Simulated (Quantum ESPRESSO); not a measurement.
# InP and the effect of the choice of potentials or basis

The cell as given:

Symmetry: F-43m, No. 216, cubic system. The conventional cell has a = 5.861 Å, b = 5.861 Å, c = 5.861 Å, α = 90.00°, β = 90.00°, γ = 90.00°. In (site symmetry -43m) is surrounded by 4 P at 2.54 Å. P (site symmetry -43m) has 4 In at 2.54 Å as nearest neighbours.

Kept alike: task relaxation of cell and atoms; functional LDA; k mesh 8 × 8 × 8; occupations fermi-dirac, width 0.05 eV; no spin polarisation. Program: Quantum ESPRESSO. Cutoffs run from 762 to 1007 eV. The mesh is that of the run's cell of 2 atoms. No spin-orbit coupling.

| choice of potentials or basis | band gap (eV) |
| --- | --- |
| GBRV 1.5 LDA | 0.569 |
| PseudoDojo 0.4.1 SR LDA standard | 0.595 |
| PseudoDojo 0.4.1 SR LDA stringent | 0.610 |

Gaps hold for each row's own relaxed cell. The relaxations keep at least the cell's symmetry (F-43m). Runs of this series that gave no sound value for these columns are left out. A gap read on the mesh alone can miss an edge between its points.

Task: What does the choice of potentials or basis change here?

Result: The band gap runs from 0.569 (GBRV 1.5 LDA) to 0.610 eV (PseudoDojo 0.4.1 SR LDA stringent). Measured: 1.42 eV (arxiv:cond-mat/0006134). Semilocal gaps run low as a rule. The gap moves here only through the cell or the potentials.
